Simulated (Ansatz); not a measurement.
# MgO: Seebeck coefficient and carrier response

Method: DFT PBE, scalar-relativistic, plane waves, PAW in Ansatz. Plane waves to 420 eV; Γ-centred k mesh 10×10×10; Gaussian smearing of 0.02 eV. No spin polarisation.

Relaxed structure:
```
Mg O
1.0
     0.00000    2.12692    2.12692
     2.12692    0.00000    2.12692
     2.12692    2.12692    0.00000
Mg O
1 1
Direct
  0.00000 0.00000 0.00000
  0.50000 0.50000 0.50000
```

Constant relaxation time and rigid bands. The levels are interpolated over the whole zone and filled by a Fermi function at the stated temperature, with the chemical potential set by the electron count. The Kohn–Sham gap on the mesh is 4.46 eV and isn't corrected.

Task: Give the Seebeck coefficient (μV/K; xx, yy, zz) and the conductivity masses (m_e; principal values, sorted) at 600 K against doping (cm⁻³).

Result:
```tsv
doping	S	m*
n 1e18	-445 -445 -445	0.36 0.36 0.36
n 1e19	-252 -252 -252	0.36 0.36 0.36
n 1e20	-92 -92 -92	0.38 0.38 0.38
n 1e21	-24 -24 -24	0.49 0.49 0.49
p 1e18	804 804 804	2.42 2.42 2.42
p 1e19	606 606 606	2.42 2.42 2.42
p 1e20	409 409 409	2.42 2.42 2.42
p 1e21	218 218 218	2.44 2.44 2.44
```

Task: At 10¹⁸ cm⁻³, which carrier is lighter?

Result: Electrons, 0.36 against 2.42 m_e (harmonic means of the principal values).

Cost: 1 run of about 1.1 core-minutes, on Intel Xeon 6975P-C (Granite Rapids) (shared hosts).